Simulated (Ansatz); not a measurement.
## Where the states of CaS lie

```yaml
crystal:
  lattice:
    - [0.00000, 2.84300, 2.84300]
    - [2.84300, 0.00000, 2.84300]
    - [2.84300, 2.84300, 0.00000]
  atoms:
    - { symbol: Ca, position: [0.00000, 0.00000, 0.00000] }
    - { symbol: S, position: [0.50000, 0.50000, 0.50000] }
```

The cell is COD entry 1011236, as deposited and not checked against the literature; nothing was relaxed. It is an old determination, and later ones may differ.

Level of theory: Ansatz 0.2.0, DFT, PBE, all-electron LAPW, scalar-relativistic.

The runs use a Γ-centred 7×7×7 k mesh, Fermi–Dirac smearing of 0.01 eV, basis error target 0.25 meV/atom, no spin polarisation.

States per eV and cell, averaged over 0.4 eV, from -11.4 to 3.6 eV, with energies (bin centres) from the valence-band top; empty bins are left out. The partial columns, the largest 4 alone, are projections on Löwdin-orthogonalised atomic shells (those that the program's projection atoms carry: the occupied ones and, for some elements, an empty d or f shell; other empty shells have no column), summed over atoms of an element. Weights on diffuse s and p shells depend on that basis and aren't pure angular character.

```json
{"E (eV)": "-11.3", "total": "0.16", "S 3p": "0.00", "S 3s": "0.11", "Ca 4s": "0.05", "Ca 3p": "0.00"}
{"E (eV)": "-10.9", "total": "1.55", "S 3p": "0.00", "S 3s": "1.26", "Ca 4s": "0.26", "Ca 3p": "0.02"}
{"E (eV)": "-10.5", "total": "3.29", "S 3p": "0.00", "S 3s": "3.12", "Ca 4s": "0.12", "Ca 3p": "0.04"}
{"E (eV)": "-2.9", "total": "0.45", "S 3p": "0.34", "S 3s": "0.00", "Ca 4s": "0.09", "Ca 3p": "0.00"}
{"E (eV)": "-2.5", "total": "2.28", "S 3p": "1.84", "S 3s": "0.03", "Ca 4s": "0.33", "Ca 3p": "0.01"}
{"E (eV)": "-2.1", "total": "1.77", "S 3p": "1.52", "S 3s": "0.03", "Ca 4s": "0.16", "Ca 3p": "0.02"}
{"E (eV)": "-1.7", "total": "1.36", "S 3p": "1.24", "S 3s": "0.01", "Ca 4s": "0.03", "Ca 3p": "0.01"}
{"E (eV)": "-1.3", "total": "4.26", "S 3p": "3.96", "S 3s": "0.01", "Ca 4s": "0.04", "Ca 3p": "0.02"}
{"E (eV)": "-0.9", "total": "3.77", "S 3p": "3.54", "S 3s": "0.00", "Ca 4s": "0.01", "Ca 3p": "0.02"}
{"E (eV)": "-0.5", "total": "0.96", "S 3p": "0.91", "S 3s": "0.00", "Ca 4s": "0.00", "Ca 3p": "0.00"}
{"E (eV)": "-0.1", "total": "0.14", "S 3p": "0.14", "S 3s": "0.00", "Ca 4s": "0.00", "Ca 3p": "0.00"}
{"E (eV)": "2.7", "total": "0.14", "S 3p": "0.00", "S 3s": "0.00", "Ca 4s": "0.00", "Ca 3p": "0.00"}
{"E (eV)": "3.1", "total": "0.39", "S 3p": "0.01", "S 3s": "0.00", "Ca 4s": "0.00", "Ca 3p": "0.00"}
{"E (eV)": "3.5", "total": "0.59", "S 3p": "0.01", "S 3s": "0.00", "Ca 4s": "0.00", "Ca 3p": "0.00"}
```

(1) Which of the resolved shells contributes most in the top eV of the valence band?

Results:

(1) S 3p, with 94 % of all states there; Ca 3p follows with 0 %.
